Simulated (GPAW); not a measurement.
BeTe in GPAW: convergence with grid spacing (A)

Crystal: BeTe.

```xyz
2
Lattice="0.0000 2.6803 2.6803 2.6803 0.0000 2.6803 2.6803 2.6803 0.0000" Properties=species:S:1:pos:R:3 pbc="T T T"
Be    2.6803    2.6803    2.6803
Te    0.0000    0.0000    0.0000
```

The cell was built by a generator and needn't be a form met in nature.

| Quantity | Value |
| --- | --- |
| Program | GPAW 26.7.0 |
| Task | convergence study |
| Functional | LDA |
| Potentials or basis | the program's PAW data sets (release 1.2.1) made for this functional |
| Basis | fd |
| Grid spacing | 0.26 Å |
| k mesh | 9 × 9 × 9 |
| Occupations | fermi-dirac, width 0.05 eV |
| Spin | no spin polarisation |

These are the settings of the first run; the series varies grid spacing (A), with any setting tied to it.

Hardware: 1 thread of Arm Neoverse V1, on a shared host.

Task: The values tried are 0.26, 0.23, 0.2, 0.18, 0.16, 0.14, 0.12, loosest first. From which on does the energy stay within 1 meV/atom of the tightest run that finished?

Result: From 0.14 on.

```
grid spacing (A)  energy less the tightest run, at zero smearing (meV/atom)  SCF cycles  CPU time (s)  peak memory (GiB)
            0.26                                                      69.06           9           6.9               0.13
            0.23                                                      69.06           9           6.9               0.13
             0.2                                                      13.87           9            12               0.17
            0.18                                                      13.87           9            12               0.17
            0.16                                                       3.61           9            21               0.22
            0.14                                                       0.00           9            34                0.3
            0.12                                                       0.00           9            34                0.3
```

The tightest run that finished is the yardstick and may itself not be fully converged.

 Spin-orbit coupling is left out, which matters for the levels of Te.
